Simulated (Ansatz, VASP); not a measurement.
**One calculation of SiC2, two programs**

```
CELL_PARAMETERS angstrom
2.67981 0.00000 0.00000
-1.33991 2.32078 0.00000
0.00000 0.00000 6.56417
ATOMIC_POSITIONS crystal
Si 0.00000 0.00000 0.00000
C 0.33333 0.66667 0.66667
C 0.66667 0.33333 0.33333
```

Alike in both runs: task single point; functional PBE; k mesh 6 × 6 × 4; occupations gaussian, width 0.1 eV; no spin polarisation.

|  | VASP | Ansatz |
| --- | --- | --- |
| version | VASP 6.6.1 | Ansatz 0.2.0 |
| potentials or method | VASP PAW PBE potentials, release 64 (Si, C) | scalar-relativistic, plane waves, PAW |
| plane-wave cutoff (eV) | 520 | 420 |
| valence electrons in the cell | 12 | 12 |

Ansatz gave:

| Quantity | Value |
| --- | --- |
| gap on the k mesh at the Fermi level (eV) | none |
| pressure (GPa) | -20.3 |
| largest component of the traceless stress (GPa) | 8.85 |
| rms of the force components (eV/Å) | 0.086 |

Q: Estimate VASP's values.

A: gap on the k mesh at the Fermi level (eV): none; pressure (GPa): -20.3; largest component of the traceless stress (GPa): 8.83; rms of the force components (eV/Å): 0.086.

Atom by atom the forces differ by 0.000 eV/Å (rms over components). A gap of «none» marks a metal or a gap that the smearing closes.

Caveats: the k mesh is coarse (spacing up to 0.45 Å⁻¹), so the values aren't converged; so large a pressure means that the cell lies far from this level's equilibrium, or that cutoff or potentials fall short (VASP).
